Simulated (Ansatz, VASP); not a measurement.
ZrS: VASP beside Ansatz

```
Zr S
1.0
     0.00000    2.62500    2.62500
     2.62500    0.00000    2.62500
     2.62500    2.62500    0.00000
Zr S
1 1
Cartesian
  0.0000 0.0000 0.0000
  2.6250 2.6250 2.6250
```

Alike in both runs: task single point; functional r2SCAN; k mesh 2 × 2 × 2; occupations gaussian, width 0.1 eV; no spin polarisation.

|  | VASP | Ansatz |
| --- | --- | --- |
| version | VASP 6.6.1 | Ansatz 0.2.0 |
| potentials or method | VASP PAW PBE potentials, release 64 (Zr_sv, S) | scalar-relativistic, plane waves, PAW |
| plane-wave cutoff (eV) | 520 | 500 |
| valence electrons in the cell | 18 | 18 |

Ansatz gave:

```
gap on the k mesh at the Fermi level (eV) : none
pressure (GPa)                            : -3.7
```

What did VASP give for the same quantities?

gap on the k mesh at the Fermi level (eV): none; pressure (GPa): -3.8.

A gap of «none» marks a metal or a gap that the smearing closes.

Caveats: the k mesh is coarse (spacing up to 1.04 Å⁻¹), so the values aren't converged; the PAW data sets were made with another functional, which shifts forces and pressure a little (VASP).
